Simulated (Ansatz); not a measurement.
V:

```
CELL_PARAMETERS angstrom
-1.51435 1.51435 1.51435
1.51435 -1.51435 1.51435
1.51435 1.51435 -1.51435
ATOMIC_POSITIONS crystal
V 0.00000 0.00000 0.00000
```

| Quantity | Value |
| --- | --- |
| Program | Ansatz 0.2.0 |
| Task | single point |
| Functional | PBE |
| Potentials or basis | Ansatz PAW |
| Cutoff | 420 eV (not typed: the program's choice for these potentials) |
| k mesh | 12 × 12 × 12 |
| Occupations | fermi-dirac, width 0.05 eV |
| Spin | collinear spin, ferromagnetic start |
| Starting moments | [2.0] μB |

On this cell: pressure -5.4 GPa; net moment 0.00 μB per cell; band gap on the k mesh none (metal or under the smearing width).

The same run follows on a disturbed copy (cell strained at random at fixed volume):

```
CELL_PARAMETERS angstrom
-1.51699 1.52013 1.57756
1.49873 -1.47807 1.51724
1.50658 1.46766 -1.53549
ATOMIC_POSITIONS crystal
V 0.01027 0.00456 0.99881
```

Question: What changes?

Answer: The energy (extrapolated to zero smearing) moves by +3.9 meV/atom; pressure -5.3 GPa; net moment 0.00 μB per cell; band gap on the k mesh none (metal or under the smearing width).

Stress tensor (GPa, compression positive):
```
-4.55  0.02  0.33
 0.02 -4.13 -0.41
 0.33 -0.41 -7.27
```

Caveats: the starting moments weren't kept.
